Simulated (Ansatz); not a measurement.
BaTiO$_{3}$: an elastic constant from a strain scan

Theory: Ansatz 0.2.0, DFT PBE, scalar-relativistic, plane waves, PAW. Cutoff 420 eV, Γ-centred 6×6×6 k-points, Gaussian smearing of 0.05 eV. No spin polarisation. Energies are free energies at this smearing, counted from the undisturbed cell; pressure is positive in compression.

Reference structure (relaxed at this level; it needn't be the usual structure):

```
Ba Ti O
1.0
     2.86307    1.65299    2.35630
    -2.86307    1.65299    2.35630
     0.00000   -3.30599    2.35630
Ba Ti O
1 1 3
Direct
  0.00495 0.00495 0.00495
  0.51919 0.51919 0.51919
  0.48839 0.48839 0.97777
  0.48839 0.97777 0.48839
  0.97777 0.48839 0.48839
```

The cell is strained by ε times the Voigt pattern (0, 0, 0, 0, 0, 1) (xx, yy, zz, yz, xz, xy; engineering shear) with fractional coordinates fixed. The cell holds 5 atoms in V0 = 66.91 Å³. The stress column is τ = (1/V0) dE/dε, got from the stress tensor σ (compression positive) at each point as −det(1 + εP) σ : P(1 + εP)⁻¹, with P the pattern as a tensor.

| ε | ΔE (meV/atom) | τ (GPa) |
| --- | --- | --- |
| -0.1312 | 74.643 | -13.770 |
| -0.1125 | 54.726 | -11.740 |
| -0.0937 | 37.885 | -9.731 |
| -0.0750 | 24.208 | -7.758 |
| -0.0562 | 13.592 | -5.795 |
| -0.0375 | 6.044 | -3.858 |
| -0.0187 | 1.511 | -1.922 |
| 0.0000 | 0.000 | 0.000 |
| 0.0187 | 1.511 | 1.922 |
| 0.0375 | 6.044 | 3.858 |
| 0.0562 | 13.592 | 5.795 |
| 0.0750 | 24.208 | 7.758 |
| 0.0937 | 37.885 | 9.731 |
| 0.1125 | 54.726 | 11.740 |
| 0.1312 | 74.643 | 13.770 |
| 0.1500 | ? | ? |

Q: Which combination of elastic constants does this scan measure, and how large is it?

A: For small ε, τ = τ0 + Kε with K = pᵀCp, which for this pattern is C66 in the Cartesian frame shown. The parabola through τ at ε = -0.0187, 0 and 0.0187 has slope K = 103 GPa at zero. The energies per cell, E = NΔE, of the same two points give K = 2[E(ε₊)/ε₊ − E(ε₋)/ε₋]/[(ε₊ − ε₋)V0] = 103 GPa, in agreement. These are clamped-ion values.

Q: Predict the withheld row at ε = 0.1500 from the harmonic law, and compare.

A: ΔE = V0(τ0 ε + Kε²/2)/N = 96.553 meV/atom and τ = 15.41 GPa. The calculation gives 97.900 meV/atom and 15.85 GPa, a miss of 1.4 % of the harmonic energy, so the harmonic law still holds here.

Forces appear on the atoms along this scan, and letting them relax would lower the energy and soften the response.

Cost: 9 runs of about 2.3 core-minutes in all, on Arm Neoverse V2 (shared hosts).